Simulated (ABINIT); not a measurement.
## BN: equation of state with PBEsol+D3(BJ)

**What was measured.**

From “Effect of nanostructuration on compressibility of cubic BN”, 2012, arxiv:1208.3664, for a bulk crystal of BN at 300 K: bulk modulus 395 ± 2 GPa.

Crystal: BN.

```
N B
1.0
     0.00000    1.81300    1.81300
     1.81300    0.00000    1.81300
     1.81300    1.81300    0.00000
N B
1 1
Direct
  0.25000 0.25000 0.25000
  0.00000 0.00000 0.00000
```

The cell is a database's computed one.

```yaml
Program: ABINIT 10.8.3 (patched build)
Task: equation of state
Functional: PBEsol
Dispersion: D3(BJ)
Potentials_or_basis: JTH PAW PBE v2.0
Cutoff: 680 eV
k_mesh: 13 × 13 × 13
Occupations: fermi-dirac, width 0.05 eV
Spin: no spin polarisation
```

```json
{"Equilibrium volume": "5.81 Å³/atom", "Bulk modulus": "392 GPa", "Pressure derivative of the bulk modulus": "3.7"}
```

Energy against volume, from the lowest point:
```tsv
volume (Å³/atom)	energy (meV/atom)
5.602	8.98
5.721	1.28
5.840	0.00
5.959	4.58
6.078	14.42
6.198	29.07
6.317	48.14
```

It took 63 s on 1 thread of AMD EPYC 9R45 96-Core Processor (Zen 5), on a shared host, peak memory 0.11 GiB.

A measured bulk modulus of BN is 395 GPa (300 K; quoted in “Effect of nanostructuration on compressibility of cubic BN”, 2012, arxiv:1208.3664); the calculated 392 GPa misses it by -0.7 %. The fit is for a static lattice scaled at fixed shape and fixed fractional positions.

Caveat: the cutoff is too short for stress, so the log's stress isn't used; pressures at fixed basis lie under the slope of the energies; the log and the count of SCF iterations are those of the last ABINIT call alone; the PAW data sets were made with another functional, which shifts forces and pressure a little.
